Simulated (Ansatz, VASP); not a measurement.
# Na4WO5 (Na4WO5 (P-1)): VASP beside Ansatz

One calculation is typed for both programs; each brings its own data sets and cutoff. How far apart do they land? The structure shown is the end of the Ansatz relaxation below.

Method: plane waves, with VASP 6.6.1 beside it; single point at r2SCAN, in Ansatz 0.2.0.

**1. Starting point**

The cell holds 20 atoms: 8 Na, 2 W and 10 O. Its edges and angles: a = 5.635 Å, b = 5.657 Å, c = 8.425 Å, α = 101.3°, β = 109.2°, γ = 102.1°.

**2. Ansatz: relaxation, r2SCAN**

Ansatz runs on its default PAW (the set named soft_2) files.

This run makes the geometry at which the two programs are then compared.

Contents of input.yaml:

```yaml
crystal:
  lattice:
    - [5.6231689, 0.0, 0.0]
    - [-1.1789633, 5.5216802, 0.0]
    - [-2.7634246, -2.2932878, 7.6115089]
  atoms:
    - { symbol: Na, position: [0.69341106, 0.48649547, 0.90390602] }
    - { symbol: Na, position: [0.87850902, 0.49131834, 0.29271627] }
    - { symbol: Na, position: [0.69659269, 0.00153788, 0.39725404] }
    - { symbol: Na, position: [0.30340731, 0.99846212, 0.60274596] }
    - { symbol: Na, position: [0.30658894, 0.51350453, 0.09609398] }
    - { symbol: Na, position: [0.5, 0.5, 0.5] }
    - { symbol: Na, position: [0.5, 0.0, 0.0] }
    - { symbol: Na, position: [0.12149098, 0.50868166, 0.70728373] }
    - { symbol: W, position: [0.89772612, 0.99687389, 0.79263329] }
    - { symbol: W, position: [0.10227388, 0.00312611, 0.20736671] }
    - { symbol: O, position: [0.24157231, 0.21397573, 0.8438737] }
    - { symbol: O, position: [0.75842769, 0.78602427, 0.1561263] }
    - { symbol: O, position: [0.90741874, 0.77863041, 0.59734582] }
    - { symbol: O, position: [0.09258126, 0.22136959, 0.40265418] }
    - { symbol: O, position: [0.4371822, 0.22147801, 0.24166162] }
    - { symbol: O, position: [0.5628178, 0.77852199, 0.75833838] }
    - { symbol: O, position: [0.07781619, 0.8063084, 0.9629814] }
    - { symbol: O, position: [0.92218381, 0.1936916, 0.0370186] }
    - { symbol: O, position: [0.26062029, 0.78853887, 0.31689412] }
    - { symbol: O, position: [0.73937971, 0.21146113, 0.68310588] }
basis:
  ecutwfc: 500
  xc_grid: 2
hamiltonian:
  xc: r2scan
kpoints:
  mp_grid: { grid: [6, 5, 4] }
scf:
  occupations: { method: fixed }
  max_iter: 100
relax:
  f_tol: 0.005
  max_steps: 60
  cell: {}
output:
  forces: true
  stress: true
checkpoint:
  write: "../cell.run"
  compress: false
  write_wavefunctions: false
  write_every: 100000
```

Command:

```console
$ ansatz run input.yaml --threads 4 --pin off --max-ram 6594MiB --backend cpu --events-out ev --progress --plain --runs-dir out
```

Numbers of over 12 decimals in the logs are rounded to 6 here.

Log:

```text
Engine: ansatz 0.2.0, x86_64-unknown-linux-gnu
Pseudopotentials: kind: paw
Pseudopotential: Na, paw, valence charge 9, recommended cutoff 500 eV (meta_gga), Na.paw.azcp
Pseudopotential: W, paw, valence charge 14, recommended cutoff 500 eV (meta_gga), W.paw.azcp
Pseudopotential: O, paw, valence charge 6, recommended cutoff 500 eV (meta_gga), O.paw.azcp
Functional definition: r2SCAN
  parameter k0 = 0.174
  parameter k1 = 0.065
  parameter a1 = 4.9479
  exchange = r2scan_x(k0 = k0, k1 = k1, a1 = a1)
  correlation = r2scan_c
Crystal: 20 atoms, lattice volume = 236.332 Å³
Basis set: ecut = 500 eV, 5987 PW (Γ), exchange–correlation on 90×90×128 points (8 copies of the dense FFT grid, shifted against one another)
Bands: 100, of which v1, the nominal top of the filled ones, is band 80 counted from 1 (79 counted from 0)
Symmetry: 2 space group operations
Space group: P-1 (ITA 2), of the structure as read, at distance tolerance 6.2e-5 Å
k-points: 62 of 120
Non-local potential: Na, projectors of the file, l = 0: 3, l = 1: 2, l = 2: 1
Non-local potential: W, projectors of the file, l = 0: 3, l = 1: 2, l = 2: 2, l = 3: 1
Non-local potential: O, projectors of the file, l = 0: 2, l = 1: 2, l = 2: 1
PAW form: soft (Blöchl's): semilocal exchange-correlation on the pseudo side does not see the compensation charge
PAW frozen core: Na, regenerated for the run's functional (the file was generated under x = pbe(κ = 0.804, μ = 0.219515), c = pbe(β = 0.066725))
PAW frozen core: W, regenerated for the run's functional (the file was generated under x = pbe(κ = 0.804, μ = 0.219515), c = pbe(β = 0.066725))
PAW frozen core: O, regenerated for the run's functional (the file was generated under x = pbe(κ = 0.804, μ = 0.219515), c = pbe(β = 0.066725))
PAW one-centre angular grid: Na, 302 points (default); XC on 339 of its mesh's 2595 points in the sphere
PAW one-centre angular grid: W, 590 points (default); XC on 160 Gauss nodes
PAW one-centre angular grid: O, 302 points (default); XC on 160 Gauss nodes
Initial density: superposition of atomic densities (neutral atoms: chi_scale 0, normalization atom), corrected by the library's trained network
Initial wavefunctions: pseudopotential atomic-orbital guess
Functional: x = r2scan, c = r2scan; τ floored in thin density (d = 2e-4 eV/Å³)
SCF iter   1: F=—  HF=-38406.588928 eV  |F-HF|=—  |Δ(HF+E_count)|=         —  Δρ=1.18e-2  dr2=3.86e-1  dr2_τ=8.02e-1  ethr=1.77e-3  ⟨swp⟩=4.0  Hψ=17216  notcnv=0  defer=871
preconditioner: auto → Resta (q_TF=auto, 2.557 Å⁻¹)  ε∞=2.9  [insulator: Δε(μ)=4.126 eV  Ē_g=20.027 eV  n_scr=74 (ndim 8)  ℏωp=27.3 eV  f_vac=0.077  ε∞_Penn≈2.9]
SCF iter   2: F=—  HF=-38406.845246 eV  |F-HF|=—  |Δ(HF+E_count)|=   2.56e-1  Δρ=5.84e-3  dr2=3.70e-2  dr2_τ=2.85e-2  ethr=2.41e-4  ⟨swp⟩=4.0  Hψ=11880  notcnv=0  defer=1116
SCF iter   3: F=—  HF=-38406.845546 eV  |F-HF|=—  |Δ(HF+E_count)|=   3.00e-4  Δρ=2.57e-3  dr2=1.07e-2  dr2_τ=1.32e-3  ethr=2.32e-5  ⟨swp⟩=2.0  Hψ=7937  notcnv=0  defer=1053
automatic band count: iteration 3 solves 99 bands in place of 100: the levels show a gap, and the empty bands left out lie too high to hold charge; the band table lists the bands solved (type scf.n_extra_bands for more)
SCF iter   4: F=—  HF=-38406.845711 eV  |F-HF|=—  |Δ(HF+E_count)|=   1.65e-4  Δρ=1.33e-3  dr2=2.21e-3  dr2_τ=3.00e-4  ethr=6.68e-6  ⟨swp⟩=2.0  Hψ=7004  notcnv=0  defer=1054
SCF iter   5: F=—  HF=-38406.845793 eV  |F-HF|=—  |Δ(HF+E_count)|=   8.18e-5  Δρ=4.10e-4  dr2=2.34e-4  dr2_τ=4.41e-5  ethr=1.38e-6  ⟨swp⟩=2.0  Hψ=7869  notcnv=0  defer=1036
SCF iter   6: F=—  HF=-38406.845781 eV  |F-HF|=—  |Δ(HF+E_count)|=   1.24e-5  Δρ=9.10e-5  dr2=1.14e-5  dr2_τ=1.70e-6  ethr=1.46e-7  ⟨swp⟩=2.0  Hψ=7807  notcnv=0  defer=805
SCF iter   7: F=—  HF=-38406.845564 eV  |F-HF|=—  |Δ(HF+E_count)|=   2.17e-4  Δρ=4.14e-5  dr2=3.84e-6  dr2_τ=4.46e-7  ethr=7.10e-9  ⟨swp⟩=2.5  Hψ=10139  notcnv=0  defer=805
SCF iter   8: F=—  HF=-38406.845564 eV  |F-HF|=—  |Δ(HF+E_count)|=   3.32e-7  Δρ=1.33e-5  dr2=3.92e-7  dr2_τ=3.83e-8  ethr=2.40e-9  ⟨swp⟩=2.0  Hψ=7747  notcnv=0  defer=805
SCF iter   9: F=-38406.845564 eV  HF=-38406.845564 eV  |F-HF|=4.31e-9  |Δ(HF+E_count)|=   2.04e-9  Δρ=2.60e-6  dr2=1.46e-8  dr2_τ=1.92e-9  ethr=6.25e-11  ⟨swp⟩=4.6  Hψ=18898  notcnv=0
SCF 1 converged in 9 iterations: F = -38406.845564 eV  dr2 = 1.46e-8
  greatest PAW one-centre occupation: 1.000 electrons in one spin orbital (limit 2), on the Na atom at site 6 (counted from 0), in its partial waves of l = 0
relax step   1: F+E_penalty+E_count = -38406.84556392 eV  Δ(F+E_penalty+E_count) = +0.000e0 eV  max|allowed force component| = 2.571e-1 eV/Å  Δτ_max = 0.0000 Å  P = -0.644 GPa  Ω = 236.332 Å³  (9 SCF iters, dr2 threshold 1.00e-7 eV, accepted)
[...]
relax step   5: F+E_penalty+E_count = -38406.85698881 eV  Δ(F+E_penalty+E_count) = -5.225e-5 eV  max|allowed force component| = 9.265e-3 eV/Å  Δτ_max = 0.0027 Å  P = -0.016 GPa  Ω = 237.493 Å³  energy of the carried Pulay correction = -4.919e-4 eV  (7 SCF iters, dr2 threshold 6.48e-9 eV, accepted)
[...]
relax step   6: F+E_penalty+E_count = -38406.85703366 eV  Δ(F+E_penalty+E_count) = -4.485e-5 eV  max|allowed force component| = 3.063e-3 eV/Å  Δτ_max = 0.0015 Å  P = -0.006 GPa  Ω = 237.467 Å³  energy of the carried Pulay correction = -4.810e-4 eV  (7 SCF iters, dr2 threshold 5.36e-9 eV, accepted)
[...]
relax step   7: F+E_penalty+E_count = -38406.85752463 eV  Δ(F+E_penalty+E_count) = -4.910e-4 eV  max|allowed force component| = 3.073e-3 eV/Å  Δτ_max = 0.0000 Å  P = -0.006 GPa  Ω = 237.467 Å³  stress off target by 1.03e-2 GPa  SCF on the basis re-selected at this cell (its energy is not comparable with the rows above)  (5 SCF iters)
basis re-selected at this cell: Δ(F+E_penalty+E_count) = -4.910e-4 eV, ΔP = -0.000 GPa vs the last step (what re-selecting the basis moved, of the pressure what is left beyond the Pulay correction that the steps carried, after the strain that the cell walked since its last selection, with what the two solves' SCF thresholds leave and, on support functions, any second-order correction that the steps lacked; it is no m [...]
SCF converged after 5 iterations
Free energy (F): -38406.857525 eV
Harris-Foulkes:  -38406.857525 eV  (|F-HF|=6.55e-11)
Internal energy: -38406.857525 eV  (E = F + TS)
E sigma→0 (E₀):  -38406.857525 eV
Fermi energy:    5.690462 eV
--- Per-component energies (eV) ---
  E_band       = -2194.106111
  E_kinetic    = 3637.260074
  E_local      = -14718.767717  (includes V_loc(G=0)·N_el)
  E_nonlocal   = 1397.643807
  E_hartree    = 5217.521809
  E_xc         = -1533.794259
  E_vxc        = -2029.336345  (∫ρ·V_xc dr)
  E_paw        = -20923.152418  (= ΣΔE_a)
  E_vpaw       = -1051.046603  (= ΣTr[D̂ρ^β])
  E_aug_tail   = 0.010111  (compensation charges beyond the density's cutoff)
  E_vtau       = 135.086873  (kinetic-family band-sum trace: ∫τ·v_τ [+ j·A + Jᵃ·Aᵃ] dr)
  E_ewald      = -11481.873487
  E_core_change = -1.705445  (= ΣΔE_core)
  E_smearing   = -0.000000  (= −TS)
  E_closure    = 0.000000  (closes the sum)
  Σ components = -38406.857525   (vs F -38406.857525, Δ=0.00e0)
--- Forces (eV/Å), atoms counted from 1 ---
  atom   1  Na    -0.00135273     0.00114924     0.00014125
  atom   2  Na    -0.00012623    -0.00170680    -0.00068402
  atom   3  Na     0.00111301     0.00001732     0.00018687
  atom   4  Na    -0.00111301    -0.00001732    -0.00018687
  atom   5  Na     0.00135273    -0.00114924    -0.00014125
  atom   6  Na     0.00000000     0.00000000     0.00000000
  atom   7  Na     0.00000000     0.00000000     0.00000000
  atom   8  Na     0.00012623     0.00170680     0.00068402
  atom   9  W      0.00307336    -0.00288579    -0.00090549
  atom  10  W     -0.00307336     0.00288579     0.00090549
  atom  11  O     -0.00049944     0.00020375    -0.00005610
  atom  12  O      0.00049944    -0.00020375     0.00005610
  atom  13  O     -0.00080974     0.00086684     0.00274860
  atom  14  O      0.00080974    -0.00086684    -0.00274860
  atom  15  O      0.00082610    -0.00058162    -0.00159391
  atom  16  O     -0.00082610     0.00058162     0.00159391
  atom  17  O      0.00065586    -0.00075992    -0.00062973
  atom  18  O     -0.00065586     0.00075992     0.00062973
  atom  19  O      0.00125754    -0.00167990     0.00121967
  atom  20  O     -0.00125754     0.00167990    -0.00121967
  max |Σ_I F_I| component: 0.00e0 eV/Å
--- Stress (GPa, compression-positive) ---
       -0.006735      -0.004577      -0.003178
       -0.004575      -0.004293       0.003985
       -0.003179       0.003987      -0.007219
  P = ⅓ Tr σ = -0.0061 GPa (-0.061 kbar)
--- Relaxed structure (6 steps of the walk, 6 accepted, 1 SCFs on fresh bases) ---
  F+E_penalty+E_count = -38406.85752463 eV   max|allowed force component| = 3.073e-3 eV/Å   (the final SCF, on the basis selected at the relaxed cell)
  cell:  # Å, volume = 237.4674 Å³
    - [5.634774, -0.00346521, -0.0028515]
    - [-1.184799, 5.531615, 0.00427188]
    - [-2.771574, -2.290345, 7.619492]
  atoms:
    - { symbol: Na, position: [0.694775, 0.487207, 0.904253] }
    - { symbol: Na, position: [0.878073, 0.490251, 0.291977] }
    - { symbol: Na, position: [0.697603, 0.00192171, 0.397369] }
    - { symbol: Na, position: [0.302397, 0.998078, 0.602631] }
    - { symbol: Na, position: [0.305225, 0.512793, 0.095747] }
    - { symbol: Na, position: [0.5, 0.500000, 0.500000] }
    - { symbol: Na, position: [0.500000, 0, 0.0] }
    - { symbol: Na, position: [0.121927, 0.509749, 0.708023] }
    - { symbol: W, position: [0.897462, 0.997686, 0.793024] }
    - { symbol: W, position: [0.102538, 0.00231382, 0.206976] }
    - { symbol: O, position: [0.239798, 0.213468, 0.843678] }
    - { symbol: O, position: [0.760202, 0.786532, 0.156322] }
    - { symbol: O, position: [0.907563, 0.780087, 0.599449] }
    - { symbol: O, position: [0.092437, 0.219913, 0.400551] }
    - { symbol: O, position: [0.435740, 0.220527, 0.241533] }
    - { symbol: O, position: [0.564260, 0.779473, 0.758467] }
    - { symbol: O, position: [0.077772, 0.807743, 0.963640] }
    - { symbol: O, position: [0.922228, 0.192257, 0.036360] }
    - { symbol: O, position: [0.259781, 0.789352, 0.315890] }
    - { symbol: O, position: [0.740219, 0.210648, 0.684110] }
```

(Part 1 of 2 ends here.)

[Lines on the potential files, build, host, timing and source positions are cut from VASP's logs without a mark.]

[Logs are printed without paths, hosts, clocks, repeated set-up lines and the standing remarks that a program may print on its own settings, such as how far it seeks lower states.]

[Hosts, paths, dates, database ids (printed as entryN), source tags and the programs' standing remarks are cut or masked in the printed files.]
